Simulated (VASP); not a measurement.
# ZnAu (Pm-3m) in VASP: single point with PBE

Aim: the single point of ZnAu with PBE.

Program: VASP 6.6.1. These are calculated values, not measurements. Logs are shortened: lines on timing, memory, paths and dates and some standing lists are left out, and cuts for length are marked.

**1. The crystal as given**

It takes space group Pm-3m (No. 221, cubic). The conventional cell has a = 3.182 Å, b = 3.182 Å, c = 3.182 Å, α = 90.00°, β = 90.00°, γ = 90.00°. Zn (site symmetry m-3m) has 8 Au at 2.76 Å as nearest neighbours. Around Au (site symmetry m-3m) lie 8 Zn at 2.76 Å.

**2. Single point, PBE, non-collinear spin, zero start, spin-orbit coupling**

Contents of INCAR:

```
PREC     = Accurate       # precision mode
ENCUT    = 520            # plane-wave cutoff, eV
EDIFF    = 1E-6           # SCF threshold, eV
ISMEAR   = -1             # smearing method
SIGMA    = 0.1            # smearing width, eV
LREAL    = False          # projectors in reciprocal space
LASPH    = True           # aspherical terms in the spheres
NELM     = 150            # most SCF steps
ALGO     = Normal         # electronic algorithm
ISIF     = 2              # what is computed and relaxed
LWAVE    = False          # write WAVECAR
LCHARG   = True           # write CHGCAR
LNONCOLLINEAR= True           # non-collinear magnetism
MAGMOM   = 0 0 0 0 0 0    # initial moments
LORBIT   = 11             # projections on sites
LSORBIT  = True           # spin-orbit coupling
GGA_COMPAT= False        
LORBMOM  = True         
LMAXMIX  = 4              # l up to which the mixer works
GGA      = PE             # functional
LVHAR    = True         
NBANDS   = 35             # bands
```

Contents of KPOINTS:

```
regular mesh
0
Gamma
  9 9 9
```

Contents of POSCAR:

```
ZnAu
1.0
    3.1824850713      0.0000000000      0.0000000000
    0.0000000000      3.1824850713      0.0000000000
    0.0000000000      0.0000000000      3.1824850713
Zn Au
1 1
Direct
    0.5000000000      0.5000000000      0.5000000000
    0.0000000000      0.0000000000      0.0000000000
```

Potentials or basis: VASP PAW PBE potentials, release 64 (Zn, Au).

Launch:

```bash
cat potpaw_PBE.64/Zn/POTCAR potpaw_PBE.64/Au/POTCAR > POTCAR
mpirun -np 1 vasp_ncl > vasp.out
```

OUTCAR:

```text
PREC = Accurate
   ENCUT = 520
   EDIFF = 1E-6
   ISMEAR = -1
   LREAL = False
   LASPH = True
   NELM = 150
   ISIF = 2
   LNONCOLLINEAR = True
   LORBIT = 11
   LSORBIT = True
   GGA = PE

 ion  position               nearest neighbor table
   1  0.500  0.500  0.500-   2 2.76   2 2.76   2 2.76   2 2.76   2 2.76   2 2.76   2 2.76   2 2.76

   2  0.000  0.000  0.000-   1 2.76   1 2.76   1 2.76   1 2.76   1 2.76   1 2.76   1 2.76   1 2.76

  LATTYP: Found a simple cubic cell.
 ALAT       =     3.1824850713

  Lattice vectors:

 A1 = (   3.1824850713,   0.0000000000,   0.0000000000)
 A2 = (   0.0000000000,   3.1824850713,   0.0000000000)
 A3 = (   0.0000000000,   0.0000000000,   3.1824850713)

Analysis of symmetry for initial positions (statically):
=====================================================================
 Subroutine PRICEL returns:
 Original cell was already a primitive cell.

 Routine SETGRP: Setting up the symmetry group for a
 simple cubic supercell.

 Subroutine GETGRP returns: Found 48 space group operations
 (whereof 48 operations were pure point group operations)
 out of a pool of 48 trial point group operations.

The static configuration has the point symmetry O_h .

Analysis of symmetry for dynamics (positions and initial velocities):
=====================================================================
 Subroutine PRICEL returns:
 Original cell was already a primitive cell.

 Routine SETGRP: Setting up the symmetry group for a
 simple cubic supercell.

 Subroutine GETGRP returns: Found 48 space group operations
 (whereof 48 operations were pure point group operations)
 out of a pool of 48 trial point group operations.

The dynamic configuration has the point symmetry O_h .

Analysis of structural, dynamic, and magnetic symmetry:
=====================================================================
 Subroutine PRICEL returns:
 Original cell was already a primitive cell.

 Routine SETGRP: Setting up the symmetry group for a
 simple cubic supercell.

 Subroutine GETGRP returns: Found 48 space group operations
 (whereof 48 operations were pure point group operations)
 out of a pool of 48 trial point group operations.

The overall configuration has the point symmetry O_h .

 Subroutine INISYM returns: Found 48 space group operations
 (whereof 48 operations are pure point group operations),
 and found     1 'primitive' translations

----------------------------------------------------------------------------------------

                                     Primitive cell

  volume of cell :      32.2329

  direct lattice vectors                    reciprocal lattice vectors
     3.182485071  0.000000000  0.000000000     0.314219856  0.000000000  0.000000000
     0.000000000  3.182485071  0.000000000     0.000000000  0.314219856  0.000000000
     0.000000000  0.000000000  3.182485071     0.000000000  0.000000000  0.314219856

  length of vectors
     3.182485071  3.182485071  3.182485071     0.314219856  0.314219856  0.314219856

  position of ions in fractional coordinates (direct lattice)
     0.500000000  0.500000000  0.500000000
     0.000000000  0.000000000  0.000000000

  ion indices of the primitive-cell ions
   primitive index   ion index
                 1           1
                 2           2

----------------------------------------------------------------------------------------

 KPOINTS: regular mesh

Automatic generation of k-mesh.
 Grid dimensions read from file:
 generate k-points for:    9    9    9

 Generating k-lattice:

  Cartesian coordinates                     Fractional coordinates (reciprocal lattice)
     0.034913317  0.000000000  0.000000000     0.111111111  0.000000000  0.000000000
     0.000000000  0.034913317  0.000000000     0.000000000  0.111111111  0.000000000
     0.000000000  0.000000000  0.034913317     0.000000000  0.000000000  0.111111111

  Length of vectors
     0.034913317  0.034913317  0.034913317

  Shift w.r.t. Gamma in fractional coordinates (k-lattice)
     0.000000000  0.000000000  0.000000000

 Subroutine IBZKPT returns following result:
 ===========================================

 Found     35 irreducible k-points:

 Following reciprocal coordinates:
            Coordinates               Weight
  0.000000  0.000000  0.000000      1.000000
  0.111111  0.000000  0.000000      6.000000
  0.222222  0.000000  0.000000      6.000000
  0.333333  0.000000  0.000000      6.000000
  0.444444  0.000000  0.000000      6.000000
[... 52 lines left out ...]
   EFERMI =   0.00;   METHOD = LEGACY
   ISMEAR =    -1;   SIGMA  =   0.10  broadening in eV -4-tet -1-fermi 0-gaus
   EFERMI_NEDOS =   21; number of points for ismear=-14 and -15
   IALGO  =     38    algorithm
   IMIX   =      4    mixing-type and parameters
     AMIX     =   0.40;   BMIX     =  1.00
     AMIX_MAG =   1.60;   BMIX_MAG =  1.00
  volume/ion in A,a.u.               =      16.12       108.76
  Fermi-wavevector in a.u.,A,eV,Ry     =   1.462910  2.764500 29.117922  2.140107
  Thomas-Fermi vector in A             =   2.579068
   LORBIT       =     11    0 simple, 1 ext, 2 COOP (PROOUT), +10 PAW based schemes
   GGA     = PE    functional components
   LHFCALC =     F    Hartree Fock is set to
   AEXX    =    0.0000 exact exchange contribution
   IVDW    =     0    specifies the selected vdW correction
   LEPSILON=     F    determine dielectric tensor
   LRPA    =     F    only Hartree local field effects (RPA)
  energy-cutoff  :      520.00
  volume of cell :       32.23
 maximum number of plane-waves:      1790
 NGX is ok and might be reduce to    24
   NGX = 11   NGY = 11   NGZ = 11

 number of electron      23.0000000 magnetization       0.0000000      0.0000000      0.0000000

 number of electron      23.0000038 magnetization      -0.0000000      0.0000000      0.0000000

 number of electron      23.0000038 magnetization      -0.0000000      0.0000000     -0.0000000

 number of electron      23.0000038 magnetization      -0.0000000     -0.0000000     -0.0000000

 Free energy of the ion-electron system (eV)
  ---------------------------------------------------
  ext. energy  EPLUGINS =         0.00000000
  ---------------------------------------------------
  free energy    TOTEN  =        -5.03926545 eV

  energy without entropy =       -5.01903076  energy(sigma->0) =       -5.02914810

 E-fermi :   6.7188     XC(G=0): -12.1895

 val. band max:        6.5819346164   @ k =   0.3333   0.2222   0.0000
 cond. band min:       6.7726506831   @ k =   0.4444   0.4444   0.3333
 fundamental gap:      0.1907160666
 Fermi energy:         6.7187630205

 k-point     1 :       0.0000    0.0000    0.0000
  band No.  band energies     occupation
      1      -3.6205      1.00000
      2      -3.6205      1.00000
      3      -1.3179      1.00000
      4      -1.3179      1.00000
      5      -1.3179      1.00000
      6      -1.3179      1.00000
[... 901 lines left out ...]
     34      19.1711      0.00000
     35      21.2809      0.00000

 [... further k-points ...]
[... 5 lines left out ...]
  --------------------------------------------------------------------------------------
  -------------------------------------------------------------------------------------
  Total        0.0661826      0.0661826      0.0661826      0.0000000     -0.0000000     -0.0000000
  in kB        3.2896937      3.2896937      3.2896937      0.0000000     -0.0000000     -0.0000000
  external PRESSURE =       3.2896937 kB  Pullay stress =       0.0000000 kB

 VOLUME and BASIS-vectors are now :
 -----------------------------------------------------------------------------
  energy-cutoff  :      520.00
  volume of cell :       32.23
      direct lattice vectors                 reciprocal lattice vectors
     3.182485071  0.000000000  0.000000000     0.314219856  0.000000000  0.000000000
     0.000000000  3.182485071  0.000000000     0.000000000  0.314219856  0.000000000
     0.000000000  0.000000000  3.182485071     0.000000000  0.000000000  0.314219856

 POSITION                                       TOTAL-FORCE (eV/Angst)
 -----------------------------------------------------------------------------------
      1.59124      1.59124      1.59124         0.000000      0.000000      0.000000
      0.00000      0.00000      0.00000         0.000000      0.000000      0.000000
 -----------------------------------------------------------------------------------
    total drift:                                0.000000     -0.000000     -0.000000

  FREE ENERGIE OF THE ION-ELECTRON SYSTEM (eV)
  ---------------------------------------------------
  free  energy   TOTEN  =        -5.0392654527 eV

  energy  without entropy=       -5.0190307553  energy(sigma->0) =       -5.02914810

 orbital moment (x)

 # of ion     p       d       tot
 ----------------------------------------
  1        -0.000  -0.000  -0.000
  2         0.000  -0.000  -0.000
 ----------------------------------------
           -0.000  -0.000  -0.000

 orbital moment (y)

 # of ion     p       d       tot
 ----------------------------------------
  1        -0.000   0.000   0.000
  2         0.000  -0.000  -0.000
 ----------------------------------------
            0.000  -0.000  -0.000

 orbital moment (z)

 # of ion     p       d       tot
 ----------------------------------------
  1         0.000   0.000   0.000
  2         0.000   0.000   0.000
 ----------------------------------------
            0.000   0.000   0.000

 Spin-Orbit-Coupling matrix elements

 Ion:    1  E_soc:     -0.0089721
 l=   1
     0.0000000    -0.0003609    -0.0003609
    -0.0003609     0.0000000    -0.0003609
    -0.0003609    -0.0003609     0.0000000
 l=   2
     0.0000000    -0.0002707     0.0000000    -0.0002707    -0.0008637
    -0.0002707     0.0000000    -0.0006478    -0.0002707    -0.0002159
     0.0000000    -0.0006478     0.0000000    -0.0006478     0.0000000
    -0.0002707    -0.0002707    -0.0006478     0.0000000    -0.0002159
    -0.0008637    -0.0002159     0.0000000    -0.0002159     0.0000000
 l=   3
     0.0000000     0.0000000     0.0000000     0.0000000     0.0000000     0.0000000     0.0000000
     0.0000000     0.0000000     0.0000000     0.0000000     0.0000000     0.0000000     0.0000000
     0.0000000     0.0000000     0.0000000     0.0000000     0.0000000     0.0000000     0.0000000
     0.0000000     0.0000000     0.0000000     0.0000000     0.0000000     0.0000000     0.0000000
     0.0000000     0.0000000     0.0000000     0.0000000     0.0000000     0.0000000     0.0000000
     0.0000000     0.0000000     0.0000000     0.0000000     0.0000000     0.0000000     0.0000000
     0.0000000     0.0000000     0.0000000     0.0000000     0.0000000     0.0000000     0.0000000

 Ion:    2  E_soc:     -0.5706427
 l=   1
     0.0000000    -0.0279721    -0.0279721
    -0.0279721     0.0000000    -0.0279721
    -0.0279721    -0.0279721     0.0000000
 l=   2
     0.0000000    -0.0134009     0.0000000    -0.0134009    -0.0537342
    -0.0134009     0.0000000    -0.0403006    -0.0134009    -0.0134335
     0.0000000    -0.0403006     0.0000000    -0.0403006     0.0000000
    -0.0134009    -0.0134009    -0.0403006     0.0000000    -0.0134335
    -0.0537342    -0.0134335     0.0000000    -0.0134335     0.0000000
 l=   3
     0.0000000     0.0000000     0.0000000     0.0000000     0.0000000     0.0000000     0.0000000
     0.0000000     0.0000000     0.0000000     0.0000000     0.0000000     0.0000000     0.0000000
     0.0000000     0.0000000     0.0000000     0.0000000     0.0000000     0.0000000     0.0000000
     0.0000000     0.0000000     0.0000000     0.0000000     0.0000000     0.0000000     0.0000000
     0.0000000     0.0000000     0.0000000     0.0000000     0.0000000     0.0000000     0.0000000
     0.0000000     0.0000000     0.0000000     0.0000000     0.0000000     0.0000000     0.0000000
     0.0000000     0.0000000     0.0000000     0.0000000     0.0000000     0.0000000     0.0000000

 total charge

# of ion       s       p       d       tot
------------------------------------------
    1        0.521   0.421   9.765  10.706
    2        0.615   0.380   8.694   9.688
--------------------------------------------------
tot          1.136   0.801  18.458  20.395

 magnetization (x)

# of ion       s       p       d       tot
------------------------------------------
    1        0.000  -0.000   0.000  -0.000
    2       -0.000   0.000   0.000   0.000
--------------------------------------------------
tot          0.000  -0.000   0.000   0.000

 magnetization (y)

# of ion       s       p       d       tot
------------------------------------------
    1        0.000  -0.000   0.000   0.000
    2       -0.000   0.000   0.000   0.000
--------------------------------------------------
tot         -0.000  -0.000   0.000   0.000

 magnetization (z)

# of ion       s       p       d       tot
------------------------------------------
    1        0.000  -0.000   0.000   0.000
    2        0.000   0.000   0.000   0.000
--------------------------------------------------
tot          0.000   0.000   0.000   0.000
```

Wall time 36 s (1 thread of Intel Xeon Platinum 8375C at 2.90GHz (Ice Lake), shared host); peak memory 0.23 GiB.

What came out:

| Item | Value |
| --- | --- |
| Free energy | -5.0393 eV |
| Pressure | 0.3 GPa |
| Net moment | 0.00 μB per cell |
| Valence electrons inside the program's atomic spheres | Zn 10.71; Au 9.69 |

Moments on the atoms (μB; x, y, z):
```
Zn  0.00 0.00 0.00
Au  0.00 0.00 0.00
```
